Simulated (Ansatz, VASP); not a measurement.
# BP in two plane-wave programs, part 3 of 3

Wanted: the spread between two codes on one cell, functional and k mesh. The cell is taken from a series of runs on this material, whose earlier steps may have relaxed, scaled, displaced or heated it; both programs get it as it stands.

VASP 6.6.1 and Ansatz 0.2.0.

So far: Set-up; Ansatz: zone-centre phonons, LDA, pair 1; VASP: zone-centre phonons, LDA, pair 1; Comparison.

## Step 5: VASP: zone-centre phonons, LDA, pair 2

Level of this step: LDA; plane waves and PAW (B, P) (VASP).

Second derivatives magnify differences that forces hide, and they need a tight electronic threshold. The cell compared in this pair holds 21.45 Å³, against 21.06 Å³ for the pair before.

Contents of INCAR:

```
SYSTEM = BP
PREC = Accurate
ENCUT = 500
EDIFF = 1E-08
NELM = 120
ISMEAR = 0
SIGMA = 0.01
LREAL = .FALSE.
ALGO = Normal
GGA = PW92
NBANDS = 10
LORBIT = 11
LWAVE = .FALSE.
LCHARG = .FALSE.
ISIF = 2
IBRION = 8
LEPSILON = .TRUE.
LASPH = .TRUE.
GGA_COMPAT = .FALSE.
EFERMI = MIDGAP
KPAR = 2
```

Contents of POSCAR:

```
BP
1.0
    0.0552018168      2.2331343003      2.2331343003
    2.2331343003      0.0552018168      2.2331343003
    2.2331343003      2.2331343003      0.0552018168
B P
1 1
Direct
    0.9987341470      0.9987341470      0.9987341470
    0.7512658530      0.7512658530      0.7512658530
```

Contents of KPOINTS:

```
Automatic mesh
0
Gamma
12 12 12
0 0 0
```

The projector-augmented-wave data sets are B and P (LDA family, release 64).

Started as:

```sh
$ mpirun -np 2 vasp_std
```

Numbers of over 12 decimals in the logs are rounded to 6 here.

Log:

```text
[banner, memory and clock lines left out]
running    2 mpi-ranks, on    1 nodes
[...]
[... a notice as in an earlier step ...]

 LDA part: xc-table for (Slater(with rela. corr.)+PW92), standard interpolation
 POSCAR, INCAR and KPOINTS ok, starting setup
[...]
entering main loop
       N       E                     dE             d eps       ncg     rms          rms(c)
DAV:   1     0.743797568494E+01    0.74380E+01   -0.40457E+03  3780   0.703E+02
DAV:   2    -0.148507688805E+02   -0.22289E+02   -0.21150E+02  5124   0.113E+02
DAV:   3    -0.153818495661E+02   -0.53108E+00   -0.53003E+00  4712   0.161E+01
DAV:   4    -0.153837938493E+02   -0.19443E-02   -0.19441E-02  4630   0.109E+00
[...]
DAV:  11    -0.143419109516E+02   -0.14756E-05   -0.65139E-06  4550   0.150E-02    0.378E-02
DAV:  12    -0.143419107963E+02    0.15533E-06   -0.14596E-06  4360   0.595E-03    0.920E-03
DAV:  13    -0.143419108013E+02   -0.50110E-08   -0.55259E-08  4512   0.160E-03
   1 F= -.14341911E+02 E0= -.14341911E+02  d E =0.000000E+00
[...]
force on displaced ion       1 direction 1 : -21.962   0.553   0.553
 Born effective charge ion    1 direction 1 :  -0.797   0.021   0.021
 Linear response progress:
  Degree of freedom:   2/  2
       N       E                     dE             d eps       ncg     rms          rms(c)
RMM:   1    -0.437847018280E-01   -0.43785E-01   -0.34800E-03 22303   0.143E+00
RMM:   2    -0.406880360633E-01    0.30967E-02   -0.24255E-04 14769   0.221E-01    0.157E-01
RMM:   3    -0.407826856496E-01   -0.94650E-04    0.10299E-04 15696   0.402E-02    0.889E-02
RMM:   4    -0.411062702758E-01   -0.32358E-03    0.43650E-05 15616   0.384E-02    0.905E-03
RMM:   5    -0.410945555773E-01    0.11715E-04   -0.64882E-06 16392   0.646E-03    0.456E-03
RMM:   6    -0.410844243118E-01    0.10131E-04    0.64214E-07 16328   0.126E-03    0.227E-03
RMM:   7    -0.410834590009E-01    0.96531E-06    0.16447E-06 16632   0.351E-04    0.637E-04
RMM:   8    -0.410832091224E-01    0.24988E-06    0.53578E-08 16892   0.938E-05    0.198E-05
RMM:   9    -0.410832189298E-01   -0.98073E-08   -0.38587E-08 17232   0.277E-05    0.193E-05
 first order change of Fermi-energy   0.25480E+00
 force on displaced ion       2 direction 1 : -21.962   0.552   0.552
 Born effective charge ion    2 direction 1 :   0.793  -0.020  -0.020
 Born effective charges drift removed
 Linear response finished
```

From OUTCAR (step 5):

```text
  Total        1.3714024      1.3714024      1.3714024     -0.7119945     -0.7119945     -0.7119945
  in kB      102.4488208    102.4488208    102.4488208    -53.1886176    -53.1886176    -53.1886176
  external PRESSURE =     102.4488208 kB  Pullay stress =       0.0000000 kB

 POSITION                                       TOTAL-FORCE (eV/Angst)
 -----------------------------------------------------------------------------------
      4.51575      4.51575      4.51575         0.003006      0.003006      0.003006
      3.39683      3.39683      3.39683        -0.003006     -0.003006     -0.003006
 -----------------------------------------------------------------------------------
    total drift:                               -0.000022     -0.000022     -0.000022

 MACROSCOPIC STATIC DIELECTRIC TENSOR (including local field effects in DFT)
 ------------------------------------------------------
           9.244707     0.104381     0.104381
           0.104381     9.244707     0.104381
           0.104381     0.104381     9.244707
 ------------------------------------------------------

 MACROSCOPIC STATIC DIELECTRIC TENSOR IONIC CONTRIBUTION
 ------------------------------------------------------
           0.242949    -0.006707    -0.006707
          -0.006707     0.242949    -0.006707
          -0.006707    -0.006707     0.242949
 ------------------------------------------------------

[... 1 part as in an earlier step ...]

[... 1 further part left out ...]
```

## Step 6: Ansatz: zone-centre phonons, LDA, pair 2

The same cell, functional (in two slightly different forms) and mesh now go to Ansatz, which takes its cutoff from its data sets.

The cell is taken from a series of runs on this material, whose earlier steps may have relaxed, scaled, displaced or heated it; both programs get it as it stands.

Contents of input.yaml:

```yaml
crystal:
  lattice:
    - [0.0552018168, 2.2331343003, 2.2331343003]
    - [2.2331343003, 0.0552018168, 2.2331343003]
    - [2.2331343003, 2.2331343003, 0.0552018168]
  atoms:
    - { symbol: B, position: [-0.001265853, -0.001265853, -0.001265853] }
    - { symbol: P, position: [0.751265853, 0.751265853, 0.751265853] }
kpoints:
  mp_grid: { grid: [12, 12, 12] }
hamiltonian:
  xc: lda
  pseudopotentials: { kind: paw, azcp: { folder: soft_1 }, xc_functional: pbe }
scf:
  occupations: { method: fixed }
output:
  eigenvalues: true
phonons:
  method: dfpt
  dielectric: true
  rigid_motions: translations
```

Started as:

```sh
$ ansatz run input.yaml --threads 4 --pin off --max-ram 10240MiB --backend cpu --events-out ev --progress --plain --runs-dir out
```

Log:

```text
[...]
Crystal: 2 atoms, lattice volume = 21.447 Å³
Basis set: ecut = 420 eV, 423 PW (Γ), exchange–correlation on 48×48×48 points (8 copies of the dense FFT grid, shifted against one another)
Bands: 8, of which v1, the nominal top of the filled ones, is band 4 counted from 1 (3 counted from 0)
Symmetry: 6 space group operations
k-points: 476 of 1728 (irreducible under 2 space group operations, time reversal used)
[...]
optical modes at Γ + LO–TO along q̂ = [1.0000, 0.0000, 0.0000]:
      ω (cm⁻¹)  modes    IR ((D/Å)²/amu)
[...]
optical modes at Γ + LO–TO along q̂ = [0.0000, 1.0000, 0.0000]:
      ω (cm⁻¹)  modes    IR ((D/Å)²/amu)
[...]
885.50      1             2.0015
  optical modes at Γ + LO–TO along q̂ = [0.0000, 0.0000, 1.0000]:
      ω (cm⁻¹)  modes    IR ((D/Å)²/amu)
        846.55      1             1.7269
        876.54      1             2.0073
        885.50      1             2.0015
[key lines of the parts left out:]
SCF converged after 8 iterations
Free energy (F): -876.573462 eV
Fermi energy:    10.377110 eV
```

## Step 7: Differences

Compared:

| quantity | Ansatz | VASP | difference |
| --- | --- | --- | --- |
| ε∞ xx | 9.22 | 9.24 | -0.29 % |
| ε∞ yy | 9.22 | 9.24 | -0.29 % |
| ε∞ zz | 9.22 | 9.24 | -0.29 % |
| Born charge of B1 (mean of the diagonal) (e) | -0.81 | -0.80 | -0.02 |
| Born charge of P2 (mean of the diagonal) (e) | 0.81 | 0.80 | +0.02 |
| optical mode 1 (cm⁻¹) | 843.7 | 841.3 | +0.29 % |
| optical mode 2 to 3 (cm⁻¹) | 876.5 | 874.1 | +0.28 % |

Modes are paired by rising frequency, not by their patterns, so a pair may set unlike modes beside each other; they are those without the splitting of longitudinal modes.

## Step 8: Ansatz: zone-centre phonons, LDA, pair 3

Second derivatives magnify differences that forces hide, and they need a tight electronic threshold. The cell compared in this pair holds 21.84 Å³, against 21.45 Å³ for the pair before.

The cell is taken from a series of runs on this material, whose earlier steps may have relaxed, scaled, displaced or heated it; both programs get it as it stands.

input.yaml, the sections that differ from step 6:

```yaml
crystal:
  lattice:
    - [0.0366396528, 2.2370250485, 2.2370250485]
    - [2.2370250485, 0.0366396528, 2.2370250485]
    - [2.2370250485, 2.2370250485, 0.0366396528]
  atoms:
    - { symbol: B, position: [-0.0008100799, -0.0008100799, -0.0008100799] }
    - { symbol: P, position: [0.7508100799, 0.7508100799, 0.7508100799] }
# kpoints, hamiltonian, scf, output, phonons: as in step 6
```

Log:

```text
[...]
Crystal: 2 atoms, lattice volume = 21.839 Å³
Basis set: ecut = 420 eV, 423 PW (Γ), exchange–correlation on 48×48×48 points (8 copies of the dense FFT grid, shifted against one another)
Bands: 8, of which v1, the nominal top of the filled ones, is band 4 counted from 1 (3 counted from 0)
Symmetry: 6 space group operations
k-points: 476 of 1728 (irreducible under 2 space group operations, time reversal used)
[...]
optical modes at Γ + LO–TO along q̂ = [1.0000, 0.0000, 0.0000]:
      ω (cm⁻¹)  modes    IR ((D/Å)²/amu)
[...]
optical modes at Γ + LO–TO along q̂ = [0.0000, 1.0000, 0.0000]:
      ω (cm⁻¹)  modes    IR ((D/Å)²/amu)
[...]
866.23      1             1.7027
  optical modes at Γ + LO–TO along q̂ = [0.0000, 0.0000, 1.0000]:
      ω (cm⁻¹)  modes    IR ((D/Å)²/amu)
        837.54      1             1.5354
        858.41      1             1.7077
        866.23      1             1.7027
[key lines of the parts left out:]
SCF converged after 8 iterations
Free energy (F): -876.609594 eV
Fermi energy:    10.060474 eV
```

## Step 9: VASP: zone-centre phonons, LDA, pair 3

The same cell, functional (in two slightly different forms) and mesh now go to VASP, with its own data sets.

INCAR is that of step 5.

Contents of POSCAR:

```
BP
1.0
    0.0366396528      2.2370250485      2.2370250485
    2.2370250485      0.0366396528      2.2370250485
    2.2370250485      2.2370250485      0.0366396528
B P
1 1
Direct
    0.9991899201      0.9991899201      0.9991899201
    0.7508100799      0.7508100799      0.7508100799
```

KPOINTS is that of step 5.

Started as:

```sh
$ mpirun -np 2 vasp_std
```

Log:

```text
[... set-up lines as in an earlier step ...]
 entering main loop
       N       E                     dE             d eps       ncg     rms          rms(c)
DAV:   1     0.742853600611E+01    0.74285E+01   -0.39525E+03  3780   0.700E+02
DAV:   2    -0.148573473357E+02   -0.22286E+02   -0.21133E+02  5348   0.111E+02
DAV:   3    -0.153678341997E+02   -0.51049E+00   -0.50952E+00  4638   0.158E+01
DAV:   4    -0.153697441803E+02   -0.19100E-02   -0.19097E-02  4710   0.112E+00
[...]
DAV:  11    -0.143773429983E+02   -0.16677E-05   -0.66822E-06  4582   0.145E-02    0.385E-02
DAV:  12    -0.143773427751E+02    0.22323E-06   -0.16877E-06  4324   0.619E-03    0.998E-03
DAV:  13    -0.143773427799E+02   -0.48022E-08   -0.58148E-08  4512   0.164E-03
   1 F= -.14377343E+02 E0= -.14377343E+02  d E =0.000000E+00
 Linear response reoptimize wavefunctions to high precision
DAV:   1    -0.143773427755E+02    0.44088E-08   -0.14339E-08  4230   0.560E-04
DAV:   2    -0.143773427755E+02   -0.19099E-10   -0.26658E-10  2102   0.136E-04
 Linear response G [H, r] |phi>, progress :
  Direction:   1
[...]
RMM:  12    -0.441168414122E-01   -0.26089E-08   -0.12409E-07  9305   0.635E-06    0.497E-08
 first order change of Fermi-energy  -0.15274E+01
 force on displaced ion       1 direction 1 : -21.208   0.386   0.386
 Born effective charge ion    1 direction 1 :  -0.740   0.014   0.014
 Linear response progress:
  Degree of freedom:   2/  2
       N       E                     dE             d eps       ncg     rms          rms(c)
RMM:   1    -0.438088087254E-01   -0.43809E-01   -0.21192E-03 22269   0.143E+00
RMM:   2    -0.407472017448E-01    0.30616E-02   -0.17070E-04 14749   0.221E-01    0.155E-01
RMM:   3    -0.408453322736E-01   -0.98131E-04    0.77508E-05 15708   0.389E-02    0.878E-02
RMM:   4    -0.411588261282E-01   -0.31349E-03    0.23845E-05 15602   0.375E-02    0.850E-03
[...]
RMM:  10    -0.411300089034E-01    0.49304E-07    0.20957E-07 16922   0.107E-05    0.544E-06
RMM:  11    -0.411300077456E-01    0.11578E-08    0.17769E-07 15144   0.639E-06    0.729E-07
RMM:  12    -0.411300111157E-01   -0.33701E-08    0.16191E-07  8373   0.545E-06    0.985E-08
 first order change of Fermi-energy   0.15277E+01
 force on displaced ion       2 direction 1 : -21.211   0.386   0.386
 Born effective charge ion    2 direction 1 :   0.736  -0.013  -0.013
 Born effective charges drift removed
 Linear response finished
```

Parts of OUTCAR (step 9):

```text
  Total        0.8792517      0.8792517      0.8792517     -0.4645870     -0.4645870     -0.4645870
  in kB       64.5035097     64.5035097     64.5035097    -34.0829499    -34.0829499    -34.0829499
  external PRESSURE =      64.5035097 kB  Pullay stress =       0.0000000 kB

 POSITION                                       TOTAL-FORCE (eV/Angst)
 -----------------------------------------------------------------------------------
      4.50704      4.50704      4.50704         0.001915      0.001915      0.001915
      3.38667      3.38667      3.38667        -0.001915     -0.001915     -0.001915
 -----------------------------------------------------------------------------------
    total drift:                               -0.000024     -0.000024     -0.000025

 MACROSCOPIC STATIC DIELECTRIC TENSOR (including local field effects in DFT)
 ------------------------------------------------------
           9.220077     0.073536     0.073536
           0.073536     9.220077     0.073536
           0.073536     0.073536     9.220077
 ------------------------------------------------------

 MACROSCOPIC STATIC DIELECTRIC TENSOR IONIC CONTRIBUTION
 ------------------------------------------------------
           0.212598    -0.004214    -0.004214
          -0.004214     0.212598    -0.004214
          -0.004214    -0.004214     0.212598
 ------------------------------------------------------

[... 1 part as in an earlier step ...]

[... 1 further part left out ...]
```

## Step 10: Comparison

Both answers:

| quantity | Ansatz | VASP | difference |
| --- | --- | --- | --- |
| ε∞ xx | 9.19 | 9.22 | -0.28 % |
| ε∞ yy | 9.19 | 9.22 | -0.28 % |
| ε∞ zz | 9.19 | 9.22 | -0.28 % |
| Born charge of B1 (mean of the diagonal) (e) | -0.76 | -0.74 | -0.02 |
| Born charge of P2 (mean of the diagonal) (e) | 0.76 | 0.74 | +0.02 |
| optical mode 1 (cm⁻¹) | 835.1 | 832.8 | +0.28 % |
| optical mode 2 to 3 (cm⁻¹) | 858.4 | 856.0 | +0.28 % |

Modes are paired by rising frequency, not by their patterns, so a pair may set unlike modes beside each other; they are those without the splitting of longitudinal modes.

## Step 11: Summary of results

```
r.m.s. difference of the optical zone-centre modes, each program's sorted by frequency (zone-centre phonons, LDA, pair 1) : 2.5 cm⁻¹
r.m.s. difference of the optical zone-centre modes, each program's sorted by frequency (zone-centre phonons, LDA, pair 2) : 2.5 cm⁻¹
r.m.s. difference of the optical zone-centre modes, each program's sorted by frequency (zone-centre phonons, LDA, pair 3) : 2.4 cm⁻¹
```

In words: The r.m.s. difference of the optical zone-centre modes, each program's sorted by frequency is 2.5 cm⁻¹ (zone-centre phonons, LDA, pair 1). 1 further run of this series is not shown here. Such differences can come from data sets, numerical settings and the points named under the comparisons, not from the functional's error against experiment.

[Lines on the potential files, build, host, timing and source positions are cut from VASP's logs without a mark.]

[Logs are printed without paths, hosts, clocks, repeated set-up lines and the standing remarks that a program may print on its own settings, such as how far it seeks lower states.]

[Hosts, paths, dates, database ids (printed as entryN), source tags and the programs' standing remarks are cut or masked in the printed files.]
